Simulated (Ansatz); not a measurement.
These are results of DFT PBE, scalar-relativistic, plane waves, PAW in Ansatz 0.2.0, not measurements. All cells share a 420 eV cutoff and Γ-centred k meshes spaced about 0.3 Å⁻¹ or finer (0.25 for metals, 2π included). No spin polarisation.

These are static total energies at zero pressure.

Compare these two cells of TiAl₃, each relaxed at this level.

A.

```
CELL_PARAMETERS angstrom
3.97967 0.00000 0.00000
0.00000 3.97967 0.00000
0.00000 0.00000 3.97967
ATOMIC_POSITIONS crystal
Ti 0.50000 0.50000 0.50000
Al 0.00000 0.50000 0.00000
Al 0.50000 0.00000 0.00000
Al 0.00000 0.00000 0.50000
```

B.

```
CELL_PARAMETERS angstrom
-1.92273 1.92273 4.31086
1.92273 -1.92273 4.31086
1.92273 1.92273 -4.31086
ATOMIC_POSITIONS crystal
Ti 0.00000 0.00000 0.00000
Al 0.75000 0.25000 0.50000
Al 0.25000 0.75000 0.50000
Al 0.50000 0.50000 0.00000
```

Question: Which placement of the atoms is lower in energy, and by how much?

Answer: B is lower, by 28 meV/atom. The two share one framework of sites and differ in which element sits where. A has the Cu3Au (L1_2) type, space group Pm-3m (No. 221), 15.8 Å³/atom and no gap on its mesh; B has the TiAl3 (D0_22) type, space group I4/mmm (No. 139), 15.9 Å³/atom and no gap. Counting all near atoms (those within 1.25 times the shortest distance at each site), A and B both have Ti 12, Al 12. In A, Ti is surrounded by 12 Al at 2.81 Å; around Al lie 4 Ti at 2.81 Å and 8 Al at 2.81 Å. In B, Ti is surrounded by 4 Al at 2.72 Å and 8 Al at 2.89 Å; Al on a site of symmetry -4m2 is surrounded by 4 Al at 2.72 Å, 4 Al at 2.89 Å and 4 Ti at 2.89 Å; Al on a site of symmetry 4/mmm has 4 Ti at 2.72 Å and 8 Al at 2.89 Å. Both come from trial cells of a structure search.

For metals, differences of a few meV/atom aren't resolved. Trial moments fell under 0.15 μB along the way in Pm-3m and I4/mmm; another start might hold them. With atoms moved at random, A and B came back.
